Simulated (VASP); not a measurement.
## AlN: single point with PBE

AlN:

```
Al N
1.0
     3.17792    0.00000    0.00000
    -1.58896    2.75216    0.00000
     0.00000    0.00000    5.15975
Al N
2 2
Cartesian
  0.0000 1.8348 0.1037
  1.5890 0.9174 2.6835
  0.0000 1.8348 1.8829
  1.5890 0.9174 4.4627
```

The cell isn't the ideal one: strained and moved within the space group.

```yaml
Program: VASP 6.6.1
Task: single point
Functional: PBE
Potentials_or_basis: VASP PAW PBE potentials, release 64 (Al, N)
Cutoff: 520 eV
k_mesh: 9 × 9 × 6
Occupations: gaussian, width 0.02 eV
Spin: no spin polarisation
Dipole_correction: no
Further_INCAR_settings: ALGO = Fast; EDIFF = 1e-06; NBANDS = 16
```

* Pressure: -6.6 GPa
* Largest force: 2.852 eV/Å
* Band gap on the k mesh: 3.38 eV, direct

Forces on the atoms (eV/Å):
```
Al   0.000  0.000 -2.852
Al   0.000  0.000 -2.852
N    0.000  0.000  2.852
N    0.000  0.000  2.852
```

Stress tensor (GPa, compression positive):
```
-12.87   0.00   0.00
  0.00 -12.87   0.00
  0.00   0.00   6.06
```

Levels at points of the mesh, in eV from the valence-band top:
```
           k point  band 5  band 6  band 7  band 8  band 9  band 10  band 11  band 12
(0.00, 0.00, 0.00)   -0.60   -0.60    0.00    0.00    3.38     6.02     9.35    10.75
(0.00, 0.00, 0.50)   -0.31   -0.31   -0.31   -0.31    5.55     5.55     9.55     9.55
```

Wall time 16 s on 1 thread of Intel(R) Xeon(R) Platinum 8488C (Sapphire Rapids), on a shared host, peak memory 0.16 GiB.

Caveat: an odd mesh through Γ misses points on the zone boundary, where band edges often lie; forces of over 1 eV/Å show positions far from the minimum, so gaps and moduli don't describe the material at rest.
